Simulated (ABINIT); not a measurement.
Write the native input for ABINIT 10.8.3 (patched build) that does the following.

* Task: single point
* Functional: PBE
* Potentials or basis: SG15 NC PBE v1.2
* Cutoff: 599 eV
* k mesh: 6 × 6 × 6
* Occupations: fixed
* Spin: no spin polarisation

The system is BeS.

```xyz
2
Lattice="0.0000 2.4250 2.4250 2.4250 0.0000 2.4250 2.4250 2.4250 0.0000" Properties=species:S:1:pos:R:3 pbc="T T T"
S     3.6375    3.6375    3.6375
Be    0.0000    0.0000    0.0000
```

One way to write it, as run:

run.abi

```
# Pseudopotentials
pp_dirpath "./"
pseudos "S_ONCV_PBE-1.2.upf, Be_ONCV_PBE-1.2.upf"

# Structure
acell 3*1.0
rprim
     0.0000000000     4.5825858522     4.5825858522
     4.5825858522     0.0000000000     4.5825858522
     4.5825858522     4.5825858522     0.0000000000
ntypat 2
znucl 16 4
natom 2
typat 1 2
xred
     0.7500000000     0.7500000000     0.7500000000
     0.0000000000     0.0000000000     0.0000000000

# Plane-wave basis
ecut 598.650497 eV

# k points
kptopt 1
ngkpt 6 6 6
nshiftk 1
shiftk 0.0 0.0 0.0

# Exchange and correlation
ixc 11

# Bands and occupations
nband 7
occopt 1

# SCF cycle
nstep 100
tolvrs 1.0e-10
diemac 6.0

# Output
iomode 3
prtwf 0
prtden 0
prteig 0
prtebands 0
```

Potentials or basis: SG15 NC PBE v1.2.

Command:

```console
$ mpirun --bind-to none -np 8 abinit run.abi > log 2>&1
```

It gave:

```json
{
 "Pressure": "1.3 GPa",
 "Band gap on the k mesh": "3.15 eV, indirect (least direct gap 5.72 eV)",
 "Valence electrons inside the program's atomic spheres": "S 4.03; Be 3.19"
}
```

It took 0.79 s on 8 MPI ranks on AMD EPYC 9R45 96-Core Processor (Zen 5) (shared host), peak memory 0.48 GiB a rank.
